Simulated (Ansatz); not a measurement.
**Comparing deformations in W**

These are results of Ansatz 0.2.0, DFT PBE, scalar-relativistic, plane waves, PAW, not measurements. Cutoff 420 eV, Γ-centred 26×26×26 k-points, Gaussian smearing of 0.15 eV. Spin–orbit coupling is left out, which can shift energies with elements as heavy as these. No spin polarisation. Energies are free energies at this smearing, counted from the undisturbed cell; pressure is positive in compression.

Zero of the scan (relaxed at this level):

```yaml
crystal:
  lattice:
    - [-1.59178, 1.59178, 1.59178]
    - [1.59178, -1.59178, 1.59178]
    - [1.59178, 1.59178, -1.59178]
  atoms:
    - { symbol: W, position: [0.00000, 0.00000, 0.00000] }
```

The cell is strained by ε times a Voigt pattern (xx, yy, zz, yz, xz, xy; engineering shear) with fractional coordinates fixed. τ = (1/V0) dE/dε comes from the stress tensor. Of each scan, only the three points used here are listed.

```csv
pattern,ε,τ (GPa)
"(1, 1, 0, 0, 0, 0)",-0.0150,-22.62
"(1, 1, 0, 0, 0, 0)",0.0000,-0.03
"(1, 1, 0, 0, 0, 0)",0.0150,20.00
"(0, 0, 1, 0, 0, 0)",-0.0150,-8.04
"(0, 0, 1, 0, 0, 0)",0.0000,-0.01
"(0, 0, 1, 0, 0, 0)",0.0150,7.25
"(0, 0, 0, 1, 0, 0)",-0.0025,-0.36
"(0, 0, 0, 1, 0, 0)",0.0000,0.00
"(0, 0, 0, 1, 0, 0)",0.0025,0.36
"(0, 1, 0, 0, 0, 0)",-0.0250,-13.86
"(0, 1, 0, 0, 0, 0)",0.0000,-0.01
"(0, 1, 0, 0, 0, 0)",0.0250,11.69
```

Task: Which constants do the scans give, and which deformation costs least for the same size of strain tensor?

Result: The slope dτ/dε at zero (parabola through three points) is pᵀCp: (1, 1, 0, 0, 0, 0) gives 2(C11 + C12) = 1421 GPa; (0, 0, 1, 0, 0, 0) gives C11 = 510 GPa; (0, 0, 0, 1, 0, 0) gives C44 = 142 GPa; (0, 1, 0, 0, 0, 0) gives C11 = 511 GPa. The size of the strain tensor, ε:ε, is ε² times 2.0, 1.0, 0.5, 1.0. Per unit of it the stiffnesses are 710, 510, 285, 511 GPa, so (0, 0, 0, 1, 0, 0) is the softest of these: at ε:ε = (1 %)² the quadratic term costs 1.43 meV/atom against 3.58 for the stiffest.

Task: What else follows for this cubic crystal?

Result: From the unrounded slopes C11 = 511.1 and C12 = 199.2 GPa, so B = (C11 + 2 C12)/3 = 303 GPa and the Poisson ratio for a pull along a cube edge is C12/(C11 + C12) = 0.28.

Task: How anisotropic is this cubic crystal?

Result: Zener's ratio 2 C44/(C11 − C12) = 0.91; it is 1 for an isotropic solid.

In a metal these slopes depend on the k mesh and the smearing.